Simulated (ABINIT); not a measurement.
SnTe: equation of state with r2SCAN

The system is SnTe.

```
CELL_PARAMETERS angstrom
0.00000 3.15085 3.15085
3.15085 0.00000 3.15085
3.15085 3.15085 0.00000
ATOMIC_POSITIONS crystal
Te 0.50000 0.50000 0.50000
Sn 0.00000 0.00000 0.00000
```

| Item | Value |
| --- | --- |
| Program | ABINIT 10.8.3 (patched build) |
| Task | equation of state |
| Functional | r2SCAN |
| Potentials or basis | JTH PAW PBE v2.0 |
| Cutoff | 707 eV |
| k mesh | 7 × 7 × 7 |
| Occupations | fermi-dirac, width 0.05 eV |
| Spin | no spin polarisation |

```
Equilibrium volume                      : 32.25 Å³/atom
Bulk modulus                            : 43 GPa
Pressure derivative of the bulk modulus : 4.9
```

Energy against volume, from the lowest point:
```csv
volume (Å³/atom),energy (meV/atom)
29.404,40.42
30.030,23.47
30.656,11.48
31.281,3.88
31.907,0.20
32.532,0.00
33.158,2.97
```

It took 4.3 min on 1 thread of AMD EPYC 9R45 96-Core Processor (Zen 5), with other jobs on the host, peak memory 0.22 GiB.

Caveat: pressures at fixed basis lie under the slope of the energies; the PAW data sets were made with another functional, which shifts forces and pressure a little. The run has no spin-orbit coupling, so splittings on Te are missing.
